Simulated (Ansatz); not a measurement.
Bi2S3 with one atom moved — 209Bi NMR of the central transition

Cell: a COD entry, relaxed with PBE at fixed cell and then changed (atom 20 (S) moved by 0.15 Å).

```yaml
crystal:
  lattice:
    - [11.34500, 0.00000, 0.00000]
    - [0.00000, 3.99400, 0.00000]
    - [0.00000, 0.00000, 11.19300]
  atoms:
    - { symbol: Bi, position: [0.48665, 0.25000, 0.32507] }
    - { symbol: Bi, position: [0.01335, 0.75000, 0.82507] }
    - { symbol: Bi, position: [0.98665, 0.25000, 0.17493] }
    - { symbol: Bi, position: [0.51335, 0.75000, 0.67493] }
    - { symbol: Bi, position: [0.33875, 0.75000, 0.03200] }
    - { symbol: Bi, position: [0.16125, 0.25000, 0.53200] }
    - { symbol: Bi, position: [0.83875, 0.75000, 0.46800] }
    - { symbol: Bi, position: [0.66125, 0.25000, 0.96800] }
    - { symbol: S, position: [0.28446, 0.25000, 0.19216] }
    - { symbol: S, position: [0.21554, 0.75000, 0.69216] }
    - { symbol: S, position: [0.78446, 0.25000, 0.30784] }
    - { symbol: S, position: [0.71554, 0.75000, 0.80784] }
    - { symbol: S, position: [0.54977, 0.75000, 0.12916] }
    - { symbol: S, position: [0.95023, 0.25000, 0.62916] }
    - { symbol: S, position: [0.04977, 0.75000, 0.37084] }
    - { symbol: S, position: [0.45023, 0.25000, 0.87084] }
    - { symbol: S, position: [0.37796, 0.75000, 0.44378] }
    - { symbol: S, position: [0.12204, 0.25000, 0.94378] }
    - { symbol: S, position: [0.87796, 0.75000, 0.05622] }
    - { symbol: S, position: [0.63526, 0.25000, 0.55622] }
```

Atom numbers follow the list; atoms alike are taken as one site, whose name carries the number of the first.

All values are calculated (Ansatz; DFT, PBE, plane waves and PAW, scalar-relativistic, 420 eV cutoff, Γ-centred 3×7×3 k-points, Fermi–Dirac smearing 0.02 eV), not measured.

209Bi has I = 9/2 and Q = -516.0 mb (Pyykkö 2018); at 23.5 T its Larmor frequency is ν₀ = 163.6 MHz (from the bare nuclear moment; shielding lowers the observed one by a per cent or two). Only the quadrupole interaction is simulated: positions count from each site's isotropic chemical shift, and shift anisotropy, dipolar and J coupling are left out.

(1) Simulate the second-order pattern (static powder, Gaussian broadening 100 kHz) of site Bi6 (7 S at 2.63–3.32 Å).

## Answers

(1) The calculation gives C_Q = 254 MHz and η = 0.07, so ν_Q = 10.6 MHz and the centre of gravity lies at -3360 ppm (-550 kHz).

| offset (kHz) | height |
| --- | --- |
| -2139.8 | 0 |
| -2030.0 | 5 |
| -1920.3 | 49 |
| -1810.5 | 81 |
| -1700.7 | 100 |
| -1590.9 | 73 |
| -1481.2 | 57 |
| -1371.4 | 50 |
| -1261.6 | 45 |
| -1151.8 | 42 |
| -1042.1 | 40 |
| -932.3 | 38 |
| -822.5 | 37 |
| -712.8 | 36 |
| -603.0 | 35 |
| -493.2 | 34 |
| -383.4 | 34 |
| -273.7 | 34 |
| -163.9 | 34 |
| -54.1 | 33 |
| 55.7 | 27 |
| 165.4 | 27 |
| 275.2 | 29 |
| 385.0 | 30 |
| 494.7 | 33 |
| 604.5 | 36 |
| 714.3 | 42 |
| 824.1 | 52 |
| 933.8 | 82 |
| 1043.6 | 66 |
| 1153.4 | 5 |
| 1263.2 | 0 |

Spin–orbit coupling is left out, which shifts gradients on Bi by a few per cent, and by more where contributions nearly cancel. Newer work puts Q(²⁰⁹Bi) near −420 mb, which would lower these couplings by about a fifth. The atoms aren't relaxed after the move (largest force 0.8 eV/Å).
